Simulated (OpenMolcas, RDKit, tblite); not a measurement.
A ladder of methods for CHF3 (trifluoromethane)

The species is CHF3 (5 atoms), meant as a singlet with charge 0. As SMILES, `FC(F)F`. The shape is that of a PBE0-D4/def2-TZVP optimisation.

```xyz
5

F    -0.6686   -0.3297    1.0792
C     0.0195    0.0564    0.0068
F     1.0474   -0.7738   -0.1575
F    -0.7726   -0.0351   -1.0594
H     0.3744    1.0822    0.1309
```

Each level gives the HOMO–LUMO gap (eV). The values are calculated.

```
           level            kind     program  value (eV)   CPU time
 extended Hückel  semi-empirical       RDKit       25.27  under 2 s
       IPEA1-xTB  semi-empirical      tblite        6.94  under 2 s
    HF/def2-SVPD    Hartree–Fock  OpenMolcas       18.96       11 s
 SVWN5/def2-SVPD             LDA  OpenMolcas        9.94       21 s
revPBE/def2-SVPD             GGA  OpenMolcas        9.65       29 s
  TPSS/def2-SVPD        meta-GGA  OpenMolcas       10.09       43 s
 BHLYP/def2-SVPD   global hybrid  OpenMolcas       14.60       26 s
B2PLYP/def2-SVPD   double hybrid  OpenMolcas       14.78       21 s
```

The values span 6.94 to 25.27 eV. Orbital gaps aren't excitation energies, and those of double hybrids come from the SCF part alone; they tend to grow with the share of exact exchange. CPU times are rough (shared hosts, several kinds of processor): they show what a rung costs within a factor of a few.

Every level gives trifluoromethane a wide gap, as expected for a saturated molecule whose highest occupied orbitals are largely fluorine lone pairs and which has no low-lying π* level. LDA, GGA and meta-GGA nearly coincide, so refining the semi-local functional matters little here. The real step comes with nonlocal exchange: it binds the occupied orbitals more tightly, while the empty ones feel the repulsion of all the electrons and move up. BHLYP, with half exact exchange, accordingly falls about midway between the semi-local group and Hartree–Fock at 18.96 eV, and B2PLYP lies close to it.

The two semi-empirical methods mark the extremes and don't bracket the gap in any physical sense. In extended Hückel the minimal valence basis leaves only strongly antibonding σ* orbitals as acceptors, which probably explains its 25.27 eV; the low IPEA1-xTB value more likely reflects its parametrisation. Since the molecule doesn't readily bind an extra electron, the Hartree–Fock LUMO is probably a discretised continuum level, and that gap would shrink with more diffuse functions.
